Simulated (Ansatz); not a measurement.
Take a crystal in which W has been replaced by Hf on all its sites, with the cell rescaled by a rough guess (in some cases also distorted within its space group) and nothing relaxed:

```yaml
crystal:
  lattice:
    - [3.75062, 0.00000, 0.00000]
    - [0.00000, 3.75062, 0.00000]
    - [0.00000, 0.00000, 3.75062]
  atoms:
    - { symbol: Hf, position: [0.00000, 0.00000, 0.00000] }
    - { symbol: O, position: [0.00000, 0.00000, 0.50000] }
    - { symbol: O, position: [0.00000, 0.50000, 0.00000] }
    - { symbol: O, position: [0.50000, 0.00000, 0.00000] }
```

Computed with DFT PBEsol, scalar-relativistic, plane waves, PAW (Ansatz).

Cutoff 420 eV; k points 12×12×12 on the computed 4-atom cell (Γ-centred); Gaussian smearing, width 0.10 eV; no spin polarisation.

(1) What pressure does the cell carry?

(2) Is it a metal on this mesh?

(3) What is its energy against the elements in their standard states?

Spin-orbit coupling is left out, which matters for the bands of heavy elements.

Answers

(1) The pressure is 50.3 GPa (positive in compression), so the cell would expand.

(2) Yes, a band crosses the Fermi level.

(3) -1.307 eV/atom at this unrelaxed geometry, with the elements in the same functional.